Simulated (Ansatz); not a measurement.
# HfO2: the cost of one run

Method: DFT, PBEsol, plane-wave PAW, default files, scalar-relativistic, frozen cores, in Ansatz 0.2.0.

### Step 1. The structure to begin with

It takes space group Pbca (No. 61, orthorhombic). The conventional cell has a = 5.060 Å, b = 10.017 Å, c = 5.228 Å, α = 90.00°, β = 90.00°, γ = 90.00°. Hf (site symmetry 1) is surrounded by 7 O at 2.06 to 2.21 Å. O (site symmetry 1) has 3 Hf at 2.06 to 2.18 Å as nearest neighbours. O (site symmetry 1) has 4 Hf at 2.12 to 2.21 Å as nearest neighbours.

Structure file:

```
CELL_PARAMETERS angstrom
5.05980 0.00000 0.00000
0.00000 10.01720 0.00000
0.00000 0.00000 5.22760
ATOMIC_POSITIONS crystal
Hf 0.74660 0.88410 0.96560
Hf 0.24660 0.61590 0.03440
Hf 0.25340 0.38410 0.53440
Hf 0.75340 0.11590 0.46560
Hf 0.25340 0.11590 0.03440
Hf 0.75340 0.38410 0.96560
Hf 0.74660 0.61590 0.46560
Hf 0.24660 0.88410 0.53440
O 0.86200 0.79600 0.62000
O 0.36200 0.70400 0.38000
O 0.13800 0.29600 0.88000
O 0.63800 0.20400 0.12000
O 0.13800 0.20400 0.38000
O 0.63800 0.29600 0.62000
O 0.86200 0.70400 0.12000
O 0.36200 0.79600 0.88000
O 0.51000 0.97700 0.25000
O 0.01000 0.52300 0.75000
O 0.49000 0.47700 0.25000
O 0.99000 0.02300 0.75000
O 0.49000 0.02300 0.75000
O 0.99000 0.47700 0.25000
O 0.51000 0.52300 0.75000
O 0.01000 0.97700 0.25000
```

The earlier run gave: gap on the mesh 4.36 eV, largest force 1.325 eV/Å, pressure 5.2 GPa.

The printed gradients, by site:

| site | atoms | first shell | V_zz (10²¹ V/m²) | η | C_Q (MHz) |
| --- | --- | --- | --- | --- | --- |
| Hf | 1, 2, 3, 4, … | 7 O at 2.06–2.21 Å | 13.99 | 0.47 | 1139 (¹⁷⁷Hf) |
| O9 | 9, 10, 11, 12, … | 3 Hf at 2.06–2.18 Å; also 2 Hf at 3.27–3.35 Å | -3.01 | 0.79 | 1.86 (¹⁷O) |
| O17 | 17, 18, 19, 20, … | 4 Hf at 2.12–2.21 Å | -1.69 | 0.74 | 1.04 (¹⁷O) |

V_zz is the principal component of the electric field gradient with the largest magnitude, η = (V_xx − V_yy)/V_zz and C_Q = eQV_zz/h. Quadrupole moments are those of Pyykkö's year-2017 table.

### Step 2. Functional PBEsol at the relaxed positions

input.yaml reads:

```yaml
crystal:
  lattice:
    - [5.0598, 0.0, 0.0]
    - [0.0, 10.0172, 0.0]
    - [0.0, 0.0, 5.2276]
  atoms:
    - { symbol: Hf, position: [0.7451453815, 0.8845374889, 0.9648639292] }
    - { symbol: Hf, position: [0.2451453815, 0.6154625111, 0.0351360708] }
    - { symbol: Hf, position: [0.2548546185, 0.3845374889, 0.5351360708] }
    - { symbol: Hf, position: [0.7548546185, 0.1154625111, 0.4648639292] }
    - { symbol: Hf, position: [0.2548546185, 0.1154625111, 0.0351360708] }
    - { symbol: Hf, position: [0.7548546185, 0.3845374889, 0.9648639292] }
    - { symbol: Hf, position: [0.7451453815, 0.6154625111, 0.4648639292] }
    - { symbol: Hf, position: [0.2451453815, 0.8845374889, 0.5351360708] }
    - { symbol: O, position: [0.8705074914, 0.7907433626, 0.62401653] }
    - { symbol: O, position: [0.3705074914, 0.7092566374, 0.37598347] }
    - { symbol: O, position: [0.1294925086, 0.2907433626, 0.87598347] }
    - { symbol: O, position: [0.6294925086, 0.2092566374, 0.12401653] }
    - { symbol: O, position: [0.1294925086, 0.2092566374, 0.37598347] }
    - { symbol: O, position: [0.6294925086, 0.2907433626, 0.62401653] }
    - { symbol: O, position: [0.8705074914, 0.7092566374, 0.12401653] }
    - { symbol: O, position: [0.3705074914, 0.7907433626, 0.87598347] }
    - { symbol: O, position: [0.5028771638, 0.9764425996, 0.2617206517] }
    - { symbol: O, position: [0.0028771638, 0.5235574004, 0.7382793483] }
    - { symbol: O, position: [0.4971228362, 0.4764425996, 0.2382793483] }
    - { symbol: O, position: [0.9971228362, 0.0235574004, 0.7617206517] }
    - { symbol: O, position: [0.4971228362, 0.0235574004, 0.7382793483] }
    - { symbol: O, position: [0.9971228362, 0.4764425996, 0.2617206517] }
    - { symbol: O, position: [0.5028771638, 0.5235574004, 0.7617206517] }
    - { symbol: O, position: [0.0028771638, 0.9764425996, 0.2382793483] }
kpoints:
  mp_grid: { grid: [5, 3, 5] }
scf:
  occupations: { method: fermi_dirac, width: 0.02 }
hamiltonian:
  xc: pbesol
  pseudopotentials: { kind: paw, frozen_core: stored }
output:
  forces: true
  stress: true
  populations: true
  efg: { quadrupole_moments_barn: { Hf: 3.365, O: -0.02558 } }
```

Run with:

```sh
$ ansatz run input.yaml --threads 4 --pin off --max-ram 8192MiB --backend cpu --events-out ev --progress --plain --runs-dir out
```

Q: Estimate wall time and peak memory on 4 threads of AMD EPYC 9R45 (Zen 5), shared host.

About 9.2 s, with a peak of 1.6 GiB.
